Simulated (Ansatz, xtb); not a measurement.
## Worked example: C4H6O2 → C4H4O + H2O

Species: C4H6O2 (gamma-butyrolactone) `O=C1CCCO1`, singlet; C4H4O `C#COC=C`, singlet; H2O (water) `O`, singlet. 

Shapes, held fixed at every level: PBE0-D4/def2-TZVP. Flexible molecules stand in one conformer, not always the lowest. Programs: Ansatz 0.2.0, xtb 6.7.1, xtb 6.7.1 later snapshot. The zero-point and thermal change to 298 K, harmonic and unscaled (PBE0-D4/def2-TZVP), is -20.7 kJ/mol.

At CCSD(T)/CBS estimate; 1 Eh = 2625.50 kJ/mol:

```
species  energy (Eh)
 C4H6O2  -306.172787
  C4H4O  -229.657863
    H2O   -76.379409
```

Problem. Work out ΔH(298 K) of the reaction at this level.

Solution. 
1. Products less reactants: (-229.657863) + (-76.379409) − [(-306.172787)] = 0.135515 Eh = +355.8 kJ/mol.
2. With the thermal change: +355.8 + (-20.7) = +335.1 kJ/mol.

Other levels give +343.4 (CCSD(T)/def2-TZVPP) to +382.4 kJ/mol (MP2/def2-SVP). No measured value is set beside it here. The CBS estimate extrapolates MP2 from def2-TZVPP and def2-QZVPP and adds CCSD(T) − MP2 in the triple-zeta set, cores frozen.
